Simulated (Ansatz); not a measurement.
## Kick test of a cell of CdHg₂Te₃

The cell was found from a structure generator's guess, not taken from experiment.

All numbers below come from DFT PBE, scalar-relativistic, plane waves, PAW (Ansatz 0.2.0). Settings: cutoff 420 eV, Γ-centred mesh 8×8×4 on the computed 6-atom cell, Gaussian smearing of 0.02 eV; no spin polarisation.

The cell below (6 atoms, space group C2 (No. 5)) is relaxed within its symmetry.

```cif
data_structure
_symmetry_space_group_name_H-M 'P 1'
_symmetry_Int_Tables_number 1
_cell_length_a 4.6563
_cell_length_b 4.6563
_cell_length_c 10.5334
_cell_angle_alpha 93.847
_cell_angle_beta 93.847
_cell_angle_gamma 63.679
_cell_volume 204.06
loop_
_atom_site_label
_atom_site_type_symbol
_atom_site_fract_x
_atom_site_fract_y
_atom_site_fract_z
_atom_site_occupancy
Cd1 Cd 0.37994 0.62006 0.50000 1
Hg1 Hg 0.68776 0.00147 0.83282 1
Hg2 Hg 0.99853 0.31224 0.16718 1
Te1 Te 0.48667 0.03468 0.34240 1
Te2 Te 0.48177 0.51823 0.00000 1
Te3 Te 0.96532 0.51333 0.65760 1
```

For the test a repeat of it with 12 atoms (edges 4.66, 8.36, 10.53 Å) was strained at random (σ = 1.5 % a component), the atoms were moved at random (σ = 0.05 Å), and all was relaxed again on a coarse 4×2×2 mesh (in the run’s order of axes) with 0.10 eV smearing, with no symmetry imposed.

These runs have no spin–orbit coupling, which can matter for Hg and Te.

Question: Is the structure stable against such a distortion?

Answer: It returns, within 1 meV/atom of the unmoved cell on that mesh and with the same symmetry when read at 0.1 Å (P1 at 0.01 Å, so small strains and shifts remain). So it is stable against the distortions that fit this cell and that this random move excites. Modes that don't fit the cell aren't tested. Another cell of CdHg2Te3 relaxed alike, in P6_3mc, lies 63 meV/atom lower, so this cell isn't the stable form at this level.
